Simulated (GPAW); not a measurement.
Consider C on a Si site in MgAl2Si2.

```
C Si Al Mg
1.0
    -6.12506    3.53631    0.00000
    -6.12506   -3.53631    0.00000
     4.08338    0.00000    6.67946
C Si Al Mg
1 5 6 3
Direct
  0.22463 0.89130 0.67390
  0.58824 0.25491 0.76473
  0.91551 0.58218 0.74653
  0.41523 0.75328 0.24542
  0.74357 0.08190 0.24542
  0.08661 0.41024 0.24542
  0.11928 0.78595 0.35784
  0.46140 0.12807 0.38421
  0.78833 0.45500 0.36499
  0.50557 0.88548 0.64833
  0.92394 0.17224 0.64833
  0.21882 0.59060 0.64833
  0.00770 0.99954 0.00892
  0.33287 0.33501 0.00892
  0.66835 0.67436 0.00892
```

Absorber: atom 1, with 3 Al at 2.06 Å and 1 Al at 2.11 Å (4-fold; the defect atom itself). Method: GPAW, PBE, excited-electron core hole (neutral cell), 15-atom cell with 7.1 Å between holes, 3×3×3 k points, dipole transitions, Gaussian full width 0.9 eV up to 4 eV, rising linearly to 3.5 eV at 25 eV.

Predict the near-edge structure at the C K edge.

Main maxima up to 23 eV above the zero (height): 1.5 eV (1.37), 2.8 eV (1.80), 6.2 eV (1.22), 10.5 eV (0.91), 14.4 eV (0.97) and 19.4 eV (0.89). A K edge sees empty p states on the absorber. The total-energy difference is 288.89 eV. One term is added: -6.71 eV, since the hole is spin-paired here and a spin-polarised one costs that much less in the free atom (computed apart). The photon energy is then 282.18 eV. The functional leaves an error of a few eV in such absolute values.

The C K spectrum (energy from the lowest empty level; intensity scaled to a mean of 1 over the first 20 eV):

| E (eV) | isotropic | ε ∥ x | ε ∥ z |
| --- | --- | --- | --- |
| -2.0 | 0.00 | 0.00 | 0.00 |
| -1.0 | 0.00 | 0.00 | 0.00 |
| 0.0 | 0.44 | 0.47 | 0.40 |
| 1.0 | 1.26 | 1.27 | 1.24 |
| 2.0 | 1.33 | 1.29 | 1.41 |
| 3.0 | 1.74 | 1.79 | 1.64 |
| 4.0 | 1.34 | 1.30 | 1.42 |
| 5.0 | 0.96 | 0.76 | 1.37 |
| 6.0 | 1.19 | 1.28 | 0.99 |
| 7.0 | 1.06 | 1.06 | 1.07 |
| 8.0 | 1.02 | 0.94 | 1.18 |
| 9.0 | 0.85 | 0.84 | 0.86 |
| 10.0 | 0.88 | 0.92 | 0.81 |
| 11.0 | 0.87 | 0.96 | 0.71 |
| 12.0 | 0.74 | 0.75 | 0.72 |
| 13.0 | 0.74 | 0.76 | 0.72 |
| 14.0 | 0.94 | 1.00 | 0.82 |
| 15.0 | 0.92 | 0.96 | 0.83 |
| 16.0 | 0.80 | 0.81 | 0.77 |
| 17.0 | 0.81 | 0.86 | 0.70 |
| 18.0 | 0.85 | 0.95 | 0.67 |
| 19.0 | 0.89 | 0.97 | 0.73 |
| 20.0 | 0.88 | 0.94 | 0.77 |
| 21.0 | 0.81 | 0.84 | 0.73 |
| 22.0 | 0.72 | 0.75 | 0.68 |
| 23.0 | 0.67 | 0.68 | 0.66 |

In so small a cell the defects form an ordered array, and no site is far from one. The mesh is coarse (0.36 Å⁻¹ between points), so small maxima may be mesh ripples.

[Banner, clock and machine lines of the logs are left out without a mark of their own.]

[Logs are printed without paths, hosts, clocks, repeated set-up lines and the standing remarks that a program may print on its own settings, such as how far it seeks lower states.]

[Hosts, paths, dates, database ids (printed as entryN), source tags and the programs' standing remarks are cut or masked in the printed files.]

[Lists of maxima count a maximum above −3 eV only where it reaches 4 % of the highest in the window and stands out from its surroundings by 2 % of it (1.5 % where it reaches 55 %); shoulders and weaker maxima are passed over, and of the rest the first, up to two pre-edge ones and the few strongest are named.]
